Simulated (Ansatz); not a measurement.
Steps from a short run of molecular dynamics on a 2×2×1 supercell (16 atoms) of CuGaSe2 (ordering on rocksalt), relaxed with r2SCAN; forces from PBE in the plane-wave code Ansatz, 2×2×4 mesh, Fermi-Dirac smearing of 0.086 eV, Langevin thermostat and barostat (NPT), set at 1000 K. Spin polarisation is off, nuclei are classical, and the run is far too short for thermal averages. The structure comes from a prototype and may be hypothetical.

**Question.** At 10 fs the positions in Å are
```
cell (Å): 7.475 0.000 0.000; 0.000 7.475 0.000; 0.000 0.000 5.266
Cu  -0.005  -0.005  -0.034
Se  -0.042   0.025   2.591
Ga   1.850   1.816   2.638
Se   1.892   1.801  -0.023
Cu  -0.026   3.721   0.027
Se   0.025   3.671   2.661
Ga   1.821   5.653   2.624
Se   1.919   5.621  -0.005
Cu   3.801   0.017   0.028
Se   3.708   0.013   2.623
Ga   5.582   1.871   2.610
Se   5.582   1.856   0.037
Cu   3.756   3.784   0.036
Se   3.785   3.693   2.645
Ga   5.582   5.650   2.628
Se   5.622   5.639  -0.034
```
What are the forces, and how far does the free energy (smearing included) lie above that of step 0, with the atoms on their sites?

**Answer.** 3.7 meV an atom; forces in eV/Å:
```
cell (Å), as above: 7.475 0.000 0.000; 0.000 7.475 0.000; 0.000 0.000 5.266
Cu   0.060   0.037   0.010
Se   0.086  -0.108   0.087
Ga   0.057   0.322  -0.059
Se  -0.107   0.102   0.153
Cu   0.126   0.005  -0.028
Se  -0.072   0.210  -0.070
Ga   0.038  -0.235   0.024
Se  -0.040  -0.128   0.011
Cu  -0.201  -0.073  -0.094
Se   0.195  -0.052   0.077
Ga   0.005   0.091   0.149
Se   0.057   0.144  -0.296
Cu  -0.042  -0.139  -0.066
Se  -0.256   0.153  -0.016
Ga  -0.025  -0.297  -0.073
Se   0.119  -0.031   0.191
```

**Question.** At 12 fs the positions in Å are
```
cell (Å): 7.480 0.000 0.000; 0.000 7.480 0.000; 0.000 0.000 5.269
Cu  -0.008  -0.009  -0.045
Se  -0.052   0.028   2.581
Ga   1.847   1.807   2.643
Se   1.895   1.791  -0.027
Cu  -0.031   3.720   0.028
Se   0.031   3.661   2.669
Ga   1.813   5.665   2.626
Se   1.927   5.627  -0.006
Cu   3.817   0.022   0.033
Se   3.707   0.015   2.622
Ga   5.583   1.872   2.606
Se   5.582   1.856   0.043
Cu   3.761   3.797   0.041
Se   3.796   3.689   2.645
Ga   5.583   5.660   2.631
Se   5.629   5.649  -0.040
```
What are the forces, and how far does the free energy (smearing included) lie above that of step 0, with the atoms on their sites?

**Answer.** 5.3 meV an atom; forces in eV/Å:
```
cell (Å), as above: 7.480 0.000 0.000; 0.000 7.480 0.000; 0.000 0.000 5.269
Cu   0.079   0.054   0.021
Se   0.122  -0.120   0.102
Ga   0.069   0.365  -0.070
Se  -0.127   0.109   0.176
Cu   0.146   0.006  -0.024
Se  -0.092   0.244  -0.090
Ga   0.046  -0.267   0.028
Se  -0.045  -0.143   0.008
Cu  -0.251  -0.095  -0.111
Se   0.225  -0.065   0.089
Ga   0.003   0.111   0.175
Se   0.071   0.179  -0.355
Cu  -0.046  -0.168  -0.076
Se  -0.286   0.175  -0.009
Ga  -0.046  -0.345  -0.089
Se   0.132  -0.042   0.223
```

**Question.** At 14 fs the positions in Å are
```
cell (Å): 7.487 0.000 0.000; 0.000 7.487 0.000; 0.000 0.000 5.274
Cu  -0.012  -0.011  -0.056
Se  -0.062   0.030   2.572
Ga   1.845   1.801   2.650
Se   1.899   1.783  -0.030
Cu  -0.035   3.720   0.031
Se   0.037   3.650   2.676
Ga   1.806   5.678   2.628
Se   1.936   5.635  -0.008
Cu   3.834   0.028   0.038
Se   3.705   0.017   2.623
Ga   5.585   1.873   2.605
Se   5.583   1.856   0.050
Cu   3.767   3.810   0.045
Se   3.806   3.687   2.644
Ga   5.586   5.672   2.636
Se   5.638   5.659  -0.048
```
What are the forces, and how far does the free energy (smearing included) lie above that of step 0, with the atoms on their sites?

**Answer.** 7.0 meV an atom; forces in eV/Å:
```
cell (Å), as above: 7.487 0.000 0.000; 0.000 7.487 0.000; 0.000 0.000 5.274
Cu   0.099   0.066   0.032
Se   0.160  -0.132   0.114
Ga   0.081   0.400  -0.079
Se  -0.146   0.116   0.197
Cu   0.161   0.006  -0.024
Se  -0.113   0.282  -0.106
Ga   0.047  -0.296   0.027
Se  -0.049  -0.155   0.016
Cu  -0.301  -0.121  -0.125
Se   0.259  -0.077   0.096
Ga   0.003   0.133   0.199
Se   0.086   0.216  -0.413
Cu  -0.047  -0.189  -0.084
Se  -0.310   0.190   0.000
Ga  -0.069  -0.386  -0.110
Se   0.141  -0.053   0.262
```

**Question.** At 16 fs the positions in Å are
```
cell (Å): 7.496 0.000 0.000; 0.000 7.496 0.000; 0.000 0.000 5.280
Cu  -0.015  -0.015  -0.069
Se  -0.072   0.031   2.562
Ga   1.844   1.795   2.658
Se   1.903   1.775  -0.033
Cu  -0.037   3.722   0.035
Se   0.044   3.641   2.683
Ga   1.801   5.693   2.630
Se   1.946   5.643  -0.011
Cu   3.853   0.033   0.043
Se   3.704   0.019   2.624
Ga   5.585   1.875   2.605
Se   5.585   1.856   0.055
Cu   3.775   3.823   0.049
Se   3.817   3.687   2.642
Ga   5.590   5.685   2.642
Se   5.649   5.668  -0.053
```
What are the forces, and how far does the free energy (smearing included) lie above that of step 0, with the atoms on their sites?

**Answer.** 8.7 meV an atom; forces in eV/Å:
```
cell (Å), as above: 7.496 0.000 0.000; 0.000 7.496 0.000; 0.000 0.000 5.280
Cu   0.115   0.079   0.044
Se   0.206  -0.136   0.130
Ga   0.082   0.425  -0.085
Se  -0.166   0.123   0.208
Cu   0.174   0.004  -0.028
Se  -0.138   0.316  -0.115
Ga   0.038  -0.318   0.026
Se  -0.050  -0.166   0.022
Cu  -0.354  -0.150  -0.135
Se   0.289  -0.093   0.099
Ga   0.021   0.148   0.215
Se   0.104   0.252  -0.461
Cu  -0.050  -0.209  -0.092
Se  -0.331   0.208   0.010
Ga  -0.090  -0.420  -0.122
Se   0.150  -0.064   0.283
```

**Question.** At 18 fs the positions in Å are
```
cell (Å): 7.506 0.000 0.000; 0.000 7.506 0.000; 0.000 0.000 5.288
Cu  -0.015  -0.018  -0.082
Se  -0.082   0.031   2.552
Ga   1.846   1.790   2.666
Se   1.907   1.766  -0.035
Cu  -0.041   3.725   0.037
Se   0.051   3.633   2.691
Ga   1.796   5.707   2.635
Se   1.957   5.652  -0.013
Cu   3.872   0.040   0.049
Se   3.706   0.021   2.627
Ga   5.587   1.879   2.606
Se   5.587   1.857   0.060
Cu   3.784   3.836   0.052
Se   3.828   3.688   2.643
Ga   5.595   5.699   2.648
Se   5.662   5.678  -0.056
```
What are the forces, and how far does the free energy (smearing included) lie above that of step 0, with the atoms on their sites?

**Answer.** 10.5 meV an atom; forces in eV/Å:
```
cell (Å), as above: 7.506 0.000 0.000; 0.000 7.506 0.000; 0.000 0.000 5.288
Cu   0.126   0.089   0.058
Se   0.252  -0.133   0.149
Ga   0.072   0.448  -0.088
Se  -0.190   0.131   0.218
Cu   0.186   0.002  -0.029
Se  -0.161   0.342  -0.126
Ga   0.029  -0.333   0.021
Se  -0.048  -0.178   0.032
Cu  -0.407  -0.188  -0.148
Se   0.315  -0.112   0.101
Ga   0.045   0.156   0.226
Se   0.128   0.293  -0.497
Cu  -0.053  -0.224  -0.096
Se  -0.349   0.226   0.016
Ga  -0.107  -0.448  -0.125
Se   0.160  -0.071   0.287
```

**Question.** At 28 fs the positions in Å are
```
cell (Å): 7.578 0.000 0.000; 0.000 7.578 0.000; 0.000 0.000 5.338
Cu  -0.010  -0.030  -0.144
Se  -0.108   0.038   2.510
Ga   1.880   1.775   2.725
Se   1.930   1.723  -0.050
Cu  -0.048   3.743   0.055
Se   0.086   3.605   2.748
Ga   1.783   5.796   2.672
Se   2.009   5.712  -0.029
Cu   3.969   0.058   0.079
Se   3.723   0.021   2.658
Ga   5.623   1.911   2.613
Se   5.608   1.865   0.081
Cu   3.862   3.912   0.057
Se   3.882   3.705   2.665
Ga   5.629   5.781   2.691
Se   5.746   5.739  -0.070
```
What are the forces, and how far does the free energy (smearing included) lie above that of step 0, with the atoms on their sites?

**Answer.** 21.8 meV an atom; forces in eV/Å:
```
cell (Å), as above: 7.578 0.000 0.000; 0.000 7.578 0.000; 0.000 0.000 5.338
Cu   0.157   0.117   0.120
Se   0.347  -0.155   0.247
Ga  -0.045   0.552  -0.103
Se  -0.300   0.137   0.288
Cu   0.213  -0.008  -0.041
Se  -0.210   0.405  -0.205
Ga  -0.023  -0.386  -0.025
Se   0.016  -0.264   0.135
Cu  -0.630  -0.333  -0.169
Se   0.469  -0.139   0.044
Ga   0.161   0.145   0.252
Se   0.225   0.475  -0.617
Cu  -0.091  -0.269  -0.070
Se  -0.386   0.279  -0.012
Ga  -0.108  -0.484  -0.142
Se   0.204  -0.073   0.298
```
